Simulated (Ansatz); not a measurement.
The system is AlCo3.

```
Co Al
1.0
     3.57495    0.00000    0.00000
     0.00000    3.57495    0.00000
     0.00000    0.00000    3.57495
Co Al
3 1
Direct
  0.00000 0.50000 0.50000
  0.50000 0.00000 0.50000
  0.50000 0.50000 0.00000
  0.00000 0.00000 0.00000
```

The cell comes from a database or a generator and needn't be the stable form of this composition.

Alike in all runs: program Ansatz 0.2.0; functional PBEsol; potentials or basis Ansatz PAW; cutoff 420 eV (not typed: the program's choice for these potentials); k mesh 8 × 8 × 8; occupations fermi-dirac, width 0.05 eV.

Starts and where they ended:

| start | free energy over the lowest (meV/atom) | net moment (μB) | site or absolute moments (μB) | gap |
| --- | --- | --- | --- | --- |
| no spin polarisation | 50.0 | - | - | none (metal or under the smearing width) |
| collinear spin, random start of up to 1.78 μB | 0.0 | 3.86 | Co +1.34; Al -0.06 | none (metal or under the smearing width) |
| collinear spin, ferromagnetic start of up to 3.5 μB | 0.0 | 3.86 | Co +1.34; Al -0.06 | none (metal or under the smearing width) |
| collinear spin, ferrimagnetic start of up to 2 μB | 0.0 | 3.86 | Co +1.34; Al -0.06 | none (metal or under the smearing width) |
| collinear spin, antiferromagnetic start of up to 2 μB | 0.0 | 3.86 | Co +1.34; Al -0.06 | none (metal or under the smearing width) |
| collinear spin, ferromagnetic start of up to 2 μB | 0.0 | 3.86 | Co +1.34; Al -0.06 | none (metal or under the smearing width) |

Allowing spin polarisation gains 50 meV/atom. A still lower state may exist.

Caveats: the starting moments weren't kept (some runs).
